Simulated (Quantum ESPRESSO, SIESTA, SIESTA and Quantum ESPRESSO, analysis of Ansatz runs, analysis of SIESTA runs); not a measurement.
**V_F in LiF (Fm-3m): how far do the levels depend on the basis, the mesh and the program? (SIESTA and Quantum ESPRESSO)**

We place the charge-transition levels of V_F in LiF (Fm-3m) with atom-centred orbitals, then repeat the energies at other levels of method to see what holds. Model: a cell of 54 host atoms with 1 F taken out.

Main program and level: SIESTA and Quantum ESPRESSO; SIESTA numerical-orbital DFT, PBEsol, DZP basis, PseudoDojo 0.4.1 potentials converted to PSML; charged supercells in a uniform background, point-charge correction with alignment at far sites.

This is a report of a sequence of runs, with most program output left out.

### 1. Starting point

The cell holds 53 atoms: 27 Li and 26 F. Its edges and angles: a = 8.473 Å, b = 8.473 Å, c = 8.473 Å, α = 59.9°, β = 59.9°, γ = 59.9°. It derives from LiF (space group Fm-3m). Nearest the centre at fractional (0.500, 0.500, 0.500): Li32 at 2.00 Å, Li28 at 2.00 Å, Li44 at 2.00 Å, Li46 at 2.00 Å, Li50 at 2.00 Å, Li34 at 2.00 Å, F16 at 2.82 Å, F12 at 2.82 Å.

Coordinates:

```
CELL_PARAMETERS angstrom
0.00541 5.99097 5.99097
5.99097 0.00541 5.99097
5.99097 5.99097 0.00541
ATOMIC_POSITIONS crystal
Li 0.00000 0.00000 0.00000
F 0.16667 0.16667 0.16667
Li 0.00000 0.00000 0.33333
F 0.16667 0.16667 0.50000
Li 0.00000 0.00000 0.66667
F 0.16667 0.16667 0.83333
Li 0.00000 0.33333 0.00000
F 0.16667 0.50000 0.16667
Li 0.00000 0.33333 0.33333
F 0.16667 0.50000 0.50000
Li 0.00000 0.33333 0.66667
F 0.16667 0.50000 0.83333
Li 0.00000 0.66667 0.00000
F 0.16667 0.83333 0.16667
Li 0.00000 0.66667 0.33333
F 0.16667 0.83333 0.50000
Li 0.00000 0.66667 0.66667
F 0.16667 0.83333 0.83333
Li 0.33333 0.00000 0.00000
F 0.50000 0.16667 0.16667
Li 0.33333 0.00000 0.33333
F 0.50000 0.16667 0.50000
Li 0.33333 0.00000 0.66667
F 0.50000 0.16667 0.83333
Li 0.33333 0.33333 0.00000
F 0.50000 0.50000 0.16667
Li 0.33333 0.33333 0.33333
Li 0.33333 0.33333 0.66667
F 0.50000 0.50000 0.83333
Li 0.33333 0.66667 0.00000
F 0.50000 0.83333 0.16667
Li 0.33333 0.66667 0.33333
F 0.50000 0.83333 0.50000
Li 0.33333 0.66667 0.66667
F 0.50000 0.83333 0.83333
Li 0.66667 0.00000 0.00000
F 0.83333 0.16667 0.16667
Li 0.66667 0.00000 0.33333
F 0.83333 0.16667 0.50000
Li 0.66667 0.00000 0.66667
F 0.83333 0.16667 0.83333
Li 0.66667 0.33333 0.00000
F 0.83333 0.50000 0.16667
Li 0.66667 0.33333 0.33333
F 0.83333 0.50000 0.50000
Li 0.66667 0.33333 0.66667
F 0.83333 0.50000 0.83333
Li 0.66667 0.66667 0.00000
F 0.83333 0.83333 0.16667
Li 0.66667 0.66667 0.33333
F 0.83333 0.83333 0.50000
Li 0.66667 0.66667 0.66667
F 0.83333 0.83333 0.83333
```

Screening for the image-charge correction: ε∞ = 2.08, ε0 = 9.41, from a response run on this crystal (DFPT, PBEsol, Quantum ESPRESSO) at that run's own cell.

The cell's shortest repeat is 8.5 Å.

The primitive cell was relaxed at this level beforehand, to 15.91 Å³.

The defect-free supercell was relaxed beforehand, from displaced atoms: they ended at most 0.01 Å from the sites they started about, so the symmetric structure holds.

### 2. Band edges

Levels are counted from the valence top, which comes from the unit cell, dense mesh; the energy of the host comes from the defect-free supercell at the defects' own k-points, so that the host's part of the sampling error cancels.

File host.fdf:

```
SystemName                      LiF
SystemLabel                     host
NumberOfSpecies                 2
NumberOfAtoms                   2
%block ChemicalSpeciesLabel
  1    3 Li
  2    9 F
%endblock ChemicalSpeciesLabel
LatticeConstant                 1.0 Ang
%block LatticeVectors
     0.001805000     1.996990000     1.996990000
     1.996990000     0.001805000     1.996990000
     1.996990000     1.996990000     0.001805000
%endblock LatticeVectors
AtomicCoordinatesFormat         Fractional
%block AtomicCoordinatesAndAtomicSpecies
     0.000000000     0.000000000     0.000000000  1
     0.499999625     0.499999625     0.499999625  2
%endblock AtomicCoordinatesAndAtomicSpecies
%block kgrid.MonkhorstPack
   14   0   0  0.00
    0  14   0  0.00
    0   0  14  0.00
%endblock kgrid.MonkhorstPack
XC.Functional                   GGA
XC.Authors                      PBEsol
PAO.BasisSize                   DZP
PAO.EnergyShift                 0.005 Ry
Mesh.Cutoff                     300 Ry
%block PAO.PolarizationScheme
  Li non-perturbative
%endblock PAO.PolarizationScheme
OccupationFunction              FD
ElectronicTemperature           0.01 eV
MaxSCFIterations                150
SCF.MustConverge                true
SCF.Mixer.Method                Pulay
SCF.Mixer.Weight                0.2
SCF.Mixer.History               10
SCF.DM.Tolerance                1.0e-4
SCF.H.Tolerance                 1.0e-3 eV
WriteForces                     true
Charge.Mulliken                 end
```

Run with:

```bash
> OMP_NUM_THREADS=1 siesta host.fdf > host.out
```

Wall time 29 s (1 MPI rank of Arm Neoverse V2, shared host); peak memory 0.21 GiB.

The gap at this level is 9.10 eV.

Test of the sampling: at one point at (¼, ¼, ¼) the host's energy lies under 1 meV an atom above its value on the primitive cell's dense mesh, close enough for the relaxations.

### 3. Relaxing each charge state

Each state starts from the atoms near the defect displaced at random, so that no symmetry of the ideal site is imposed. An odd electron count needs spin polarisation, and the total moment is held fixed to keep the state apart from its neighbours in spin. Basis functions without a nucleus stand at the vacant site, for electrons that may collect there. Charge 0 is shown in full.

File defect.fdf:

```
SystemName                      Li27F26
SystemLabel                     defect
NumberOfSpecies                 3
NumberOfAtoms                   54
%block ChemicalSpeciesLabel
  1    3 Li
  2    9 F
  3   -9 F_ghost
%endblock ChemicalSpeciesLabel
LatticeConstant                 1.0 Ang
%block LatticeVectors
     0.005415000     5.990970000     5.990970000
     5.990970000     0.005415000     5.990970000
     5.990970000     5.990970000     0.005415000
%endblock LatticeVectors
AtomicCoordinatesFormat         Fractional
%block AtomicCoordinatesAndAtomicSpecies
     0.000000000     0.000000000     0.000000000  1
     0.166666542     0.166666542     0.166666542  2
     0.006253519     0.000690018     0.331592608  1
     0.166666542     0.166666542     0.499999875  2
    -0.004240104    -0.003457367     0.672775213  1
     0.171845056     0.169594126     0.830131844  2
     0.000321888     0.328919274     0.006617544  1
     0.166666542     0.499999875     0.166666542  2
     0.000264362     0.337807768     0.326579486  1
     0.173277605     0.496313418     0.500557884  2
     0.006894435     0.332237804     0.665210244  1
     0.172061590     0.497681535     0.827886825  2
     0.006380252     0.662646050    -0.003429148  1
     0.161234529     0.836771388     0.171299340  2
    -0.000565787     0.660757791     0.339176718  1
     0.167999305     0.839137362     0.498520897  2
    -0.004067677     0.663248042     0.673009812  1
     0.166456224     0.838654554     0.827012560  2
     0.332570028     0.003939947    -0.006517229  1
     0.499999875     0.166666542     0.166666542  2
     0.326780209     0.002351435     0.332943804  1
     0.495776804     0.164335901     0.499750356  2
     0.334304538    -0.007001034     0.668790610  1
     0.497266832     0.168841576     0.838966219  2
     0.326641358     0.334729129     0.000533573  1
     0.501999765     0.494685610     0.164328056  2
     0.331292368     0.336462442     0.338038528  1
     0.327012725     0.338654893     0.666456754  1
     0.499626067     0.493723087     0.838673550  2
     0.332970057     0.673543475    -0.002519623  1
     0.497169838     0.828693547     0.172885400  2
     0.339127519     0.665216214     0.327649834  1
     0.498278520     0.829175018     0.498935443  2
     0.333505043     0.671811958     0.660191334  1
     0.499999875     0.833333208     0.833333208  2
     0.666002624    -0.003784815     0.006972850  1
     0.827460236     0.172116399     0.168534933  2
     0.667603877    -0.003239639     0.339761582  1
     0.830755498     0.164881827     0.507201330  2
     0.662485062     0.003369664     0.662571373  1
     0.839927665     0.161691572     0.832183849  2
     0.672856140     0.334522940    -0.002518150  1
     0.840070648     0.495282579     0.165442857  2
     0.669423245     0.330486518     0.328183577  1
     0.839484597     0.494637916     0.500802879  2
     0.660120337     0.335042010     0.666613857  1
     0.833333208     0.499999875     0.833333208  2
     0.673470371     0.665772091    -0.004570730  1
     0.834144724     0.827845344     0.165267267  2
     0.670865499     0.667833281     0.326385298  1
     0.833333208     0.833333208     0.499999875  2
     0.669784635     0.661162366     0.671526680  1
     0.833333208     0.833333208     0.833333208  2
     0.499999875     0.499999875     0.499999875  3
%endblock AtomicCoordinatesAndAtomicSpecies
%block kgrid.MonkhorstPack
    1   0   0  0.25
    0   1   0  0.25
    0   0   1  0.25
%endblock kgrid.MonkhorstPack
XC.Functional                   GGA
XC.Authors                      PBEsol
PAO.BasisSize                   DZP
PAO.EnergyShift                 0.005 Ry
Mesh.Cutoff                     300 Ry
%block PAO.PolarizationScheme
  Li non-perturbative
%endblock PAO.PolarizationScheme
Spin                            polarized
%block DM.InitSpin
    28   0.200
    32   0.200
    34   0.200
    44   0.200
    46   0.200
%endblock DM.InitSpin
Spin.Fix                        true
Spin.Total                      1.0
OccupationFunction              FD
ElectronicTemperature           0.01 eV
MaxSCFIterations                150
SCF.MustConverge                true
SCF.Mixer.Method                Pulay
SCF.Mixer.Weight                0.1
SCF.Mixer.History               10
SCF.DM.Tolerance                3.0e-4
SCF.H.Tolerance                 3.0e-3 eV
WriteForces                     true
Charge.Mulliken                 end
SaveRho                         true
SaveElectrostaticPotential      true
Charge.Hirshfeld                end
Charge.Voronoi                  end
MD.TypeOfRun                    Broyden
MD.Steps                        90
MD.MaxForceTol                  0.04 eV/Ang
MD.MaxDispl                     0.15 Ang
WriteCoorStep                   true
AtomCoorFormatOut               Fractional
%block Geometry.Constraints
  atom [54]
%endblock Geometry.Constraints
```

Run with:

```bash
> OMP_NUM_THREADS=1 siesta defect.fdf > defect.out
```

The job ended after 29 min (1 MPI rank; peak memory 1.1 GiB).

The steps and moves of this run count from the displaced start.

Step by step:

```csv
step,energy less that of the first step (eV),largest force (eV/Å)
0,0.0000,0.4384
1,-0.0831,0.3464
2,-0.2420,0.1861
3,-0.2834,0.1088
4,-0.2972,0.0548
5,-0.3020,0.0360
```

The atoms that moved most (Å):

```csv
atom,dx,dy,dz,length
Li46,-0.008,0.075,0.021,0.078
F37,-0.052,0.030,-0.005,0.060
F31,-0.017,-0.027,0.050,0.059
F12,0.051,0.000,-0.019,0.054
Li32,0.031,-0.039,-0.019,0.053
Li25,-0.010,0.037,0.036,0.053
Li9,0.018,0.039,-0.030,0.053
F6,-0.001,-0.009,-0.052,0.053
```

The atoms nearest to the centre after the run:

```
atom  distance (Å)
Li34         2.022
Li28         2.028
Li46         2.032
Li50         2.034
Li32         2.034
Li44         2.042
 F33         2.821
 F12         2.825
 F10         2.826
 F39         2.829
 F31         2.830
 F29         2.833
 F16         2.836
 F24         2.836
 F26         2.838
 F45         2.839
```

Energies on the run's own zero. States near gap, by row:

```
spin  k  band  energy (eV)  filled by count
  up  0   128       -14.16                1
  up  0   129       -14.16                1
  up  0   130       -14.07                1
  up  0   131       -14.07                1
  up  0   132       -8.096                1
  up  0   133       -4.494                0
  up  0   134       -3.753                0
  up  0   135        -3.49                0
  up  0   136       -3.487                0
down  0   127       -14.19                1
down  0   128       -14.16                1
down  0   129       -14.16                1
down  0   130       -14.06                1
down  0   131       -14.06                1
down  0   132       -6.357                0
down  0   133       -4.388                0
down  0   134       -3.585                0
down  0   135       -3.189                0
```

Spin density in the ac plane at fractional y = 0.500, through the centre, with atoms of F within 0.45 Å of it.

Ten even steps from '_' (0.000 e/Å³) to '@' (0.091 e/Å³), each cell a mean:
```
________________________________________________
________________________________________________
________________________________________________
______________________....______________________
________::::__________::--______________________
________________________________________________
________________..::....________________________
______________..::------::..____________________
____________..::--++++++==::..__________________
____________..::==**##%%##++--..________________
________..____::==##%%@@@@##++::..______________
________::::__..--**%%@@@@@@##==::____--..______
__________::____::==##@@@@@@%%++--..__....______
________________..--++##%%%%##**--..____________
__________________..--==**##**++--::____________
____________________..::--======::..____________
________________________..::::::..______________
____________________________....________________
______________________::::____________::________
______________________..--..__________--..______
________________________________________________
________________________________________________
________________________________________________
________________________________________________
```
Columns run along a (8.5 Å), rows up along c (8.5 Å). Atoms in or near the plane, at fractional coordinates: F at (0.17, 0.17), F at (0.17, 0.50), F at (0.17, 0.83), F at (0.50, 0.16), F at (0.50, 0.83), F at (0.84, 0.16), F at (0.84, 0.50), F at (0.83, 0.83).

Valence density in the ac plane at fractional y = 0.500, through the centre, with atoms of F within 0.45 Å of it. It is the smooth field of the valence electrons, not physical close to the nuclei.

Ten even steps from '0' (0.1 e/Å³) to '9' (8.4 e/Å³), each cell a mean:
```
000000000000000000000000
001100000011000000110000
003751000037510000275100
003995000039950000299500
001597100005971000059710
000022100000221000002310
000000000000000000000000
000000000000000000000000
000000000000000000000000
001100000000000000110000
003751000000000000275100
003995000000000000299500
001597100000000000059710
000133100000000000003310
000000000000000000000000
000000000000000000000000
000000000000000000000000
001100000011000000110000
003751000036510000265100
003995000039950000299500
001597100015971000059710
000133100001331000013310
000000000000000000000000
000000000000000000000000
```
Columns run along a (8.5 Å), rows up along c (8.5 Å). Atoms in or near the plane, at fractional coordinates: F at (0.17, 0.17), F at (0.17, 0.50), F at (0.17, 0.83), F at (0.50, 0.16), F at (0.50, 0.83), F at (0.84, 0.16), F at (0.84, 0.50), F at (0.83, 0.83).

The states that were run, at one point at (¼, ¼, ¼), on 1 MPI rank of Arm Neoverse V2, shared host:

| charge | moment (μB) | outcome | structures computed | largest displacement of a host atom from its site (Å) | lowest empty less highest filled level (eV) | time |
| --- | --- | --- | --- | --- | --- | --- |
| +1 | 0 | converged | 7 | 0.19 | 7.35 | 21 min |
| −1 | 0 | converged | 7 | 0.09 | 2.43 | 22 min |
| 0 | 1 | converged | 6 | 0.04 | 1.74 | 29 min |

Against the host's sites the lattice moves most at charge +1 (0.19 Å); the smallest move among the states is 0.04 Å.

### 4. Corrections and levels

A charged cell interacts with its images and the background. The point-charge term, screened by the static dielectric constant, takes that out, and the potential far from the defect is aligned with the host's. Chemical potentials: F (F2 molecule) and Li (bcc), run alike.

By state, in eV; the first energy still holds the atoms taken out or put in:

```csv
charge,moment (μB),"energy over the host, electrons at the valence top",point-charge term,potential shift at far sites,its spread,correction
−1,0,679.974,0.293,-0.068,0.041,0.361
0,1,672.812,0.000,-,-,0.000
+1,0,666.528,0.293,0.035,0.025,0.328
```

Potentials at atomic sites for charge −1, some of the atoms; distances and the model charge refer to the site on which the defect was built:

```
atom  distance from that site (Å)  potential less the host's (eV)  point-charge model (eV)
Li34                        1.906                           0.961                    0.243
Li44                        1.931                           0.957                    0.234
 F16                        2.888                           0.047                    0.008
 F26                        2.895                           0.019                    0.007
Li52                        3.437                          -0.102                   -0.051
Li48                        3.445                          -0.081                   -0.052
 F37                        3.998                          -0.100                   -0.099
Li38                        4.452                          -0.200                   -0.093
 Li7                        4.459                          -0.178                   -0.093
 F53                        4.884                          -0.112                   -0.099
  F8                        4.888                          -0.117                   -0.099
```

Over the charge states the far sites scatter by a standard deviation of up to 0.04 eV about the model once its mean shift is taken off, which is the uncertainty of the alignment.

Limit set by the element alone; other compounds of these elements are not counted. Chemical potentials from the elements' reference states: F 0.00 eV, Li -6.36 eV. Formation energy by charge state (F-rich; gap 9.10 eV):

```csv
charge,at valence top (eV),at conduction bottom (eV),correction included (eV)
+1,1.49,10.59,0.33
0,7.44,7.44,0.00
−1,14.97,5.87,0.36
```

Fermi level (eV), lowest formation energy (eV) and a bar from the least value:
```
     0.00       1.49 
     0.83       2.31 ####
     1.65       3.14 ########
     2.48       3.97 ############
     3.31       4.79 #################
     4.13       5.62 #####################
     4.97       6.45 #########################
     5.79       7.28 #############################
     6.62       7.44 ##############################
     7.45       7.44 ##############################
     8.27       6.70 ##########################
     9.10       5.87 ######################
```

Limit set by the element alone; other compounds of these elements are not counted. Chemical potentials from the elements' reference states: Li 0.00 eV, F -6.36 eV. Formation energies (Li-rich), with the Fermi level at the valence top and at the conduction bottom (gap 9.10 eV):

```
charge  at valence top (eV)  at conduction bottom (eV)  correction included (eV)
    +1                -4.87                       4.23                      0.33
     0                 1.09                       1.09                      0.00
    −1                 8.61                      -0.49                      0.36
```

```json
{"Fermi level (eV)": "0.00", "lowest formation energy (eV)": "-4.87"}
{"Fermi level (eV)": "0.83", "lowest formation energy (eV)": "-4.04"}
{"Fermi level (eV)": "1.65", "lowest formation energy (eV)": "-3.21"}
{"Fermi level (eV)": "2.48", "lowest formation energy (eV)": "-2.39"}
{"Fermi level (eV)": "3.31", "lowest formation energy (eV)": "-1.56"}
{"Fermi level (eV)": "4.13", "lowest formation energy (eV)": "-0.73"}
{"Fermi level (eV)": "4.97", "lowest formation energy (eV)": "0.10"}
{"Fermi level (eV)": "5.79", "lowest formation energy (eV)": "0.93"}
{"Fermi level (eV)": "6.62", "lowest formation energy (eV)": "1.09"}
{"Fermi level (eV)": "7.45", "lowest formation energy (eV)": "1.09"}
{"Fermi level (eV)": "8.27", "lowest formation energy (eV)": "0.34"}
{"Fermi level (eV)": "9.10", "lowest formation energy (eV)": "-0.49"}
```

So at this level: (+1/0) at 5.96 eV (6.28 without the correction) and (0/−1) at 7.52 eV (7.16 without the correction), in a gap of 9.10 eV.

[end of part 1 of 3]

[Logs are printed without paths, hosts, clocks, repeated set-up lines and the standing remarks that a program may print on its own settings, such as how far it seeks lower states.]

[Hosts, paths, dates, database ids (printed as entryN), source tags and the programs' standing remarks are cut or masked in the printed files.]

[For some hosts the program warned that the k-mesh of the response run may be too coarse for force constants and the static dielectric constant; such warnings are not shown here.]

[Charge tables in the logs are Mulliken or Hirshfeld populations, whose sizes and signs can differ; where basis functions stand at a vacancy, SIESTA counts their charge against the missing atom's valence.]

[In relaxation paths of CP2K, step 0 can be the structure after the first move, since the trajectory file begins there, and the last row can be the final structure solved once more.]
